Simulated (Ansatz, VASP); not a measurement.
## AlN in VASP and in Ansatz

```xyz
4
Lattice="3.0886 0.0000 -0.3089 -1.5443 2.6748 0.1544 -0.4944 0.0000 5.0756" Properties=species:S:1:pos:R:3 pbc="T T T"
Al    0.0335    1.7796    0.0283
Al    1.3306    0.8952    2.4116
N    -0.2238    1.8099    1.9258
N     1.0733    0.8649    4.3092
```

Change from the starting cell: engineering shear strain xz -0.2000, normal strain along z +0.0267.

Alike in both runs: functional LDA; k mesh 9 × 9 × 6; occupations gaussian, width 0.05 eV; no spin polarisation.

Ansatz relaxed the structure, and its values are those at the end. VASP's run is a single point on that final structure, the one shown.

```csv
,VASP,Ansatz
version,VASP 6.6.1,Ansatz 0.2.0
potentials or method,"VASP PAW LDA potentials, release 64 (Al, N)","scalar-relativistic, plane waves, PAW"
plane-wave cutoff (eV),520,520
valence electrons in the cell,16,16
```

Ansatz gave:

```
gap on the k mesh at the Fermi level (eV) : 3.41
least direct gap on the mesh (eV)         : 3.41
pressure (GPa)                            : -4.7
rms of the force components (eV/Å)        : 0.001
```

Q: Which values does VASP return?

A: gap on the k mesh at the Fermi level (eV): 3.42; least direct gap on the mesh (eV): 3.42; pressure (GPa): -4.1; rms of the force components (eV/Å): 0.011.

Ansatz warned: «pseudo_functional_mismatch».

Caveats: an odd mesh through Γ misses points on the zone boundary, where band edges often lie.
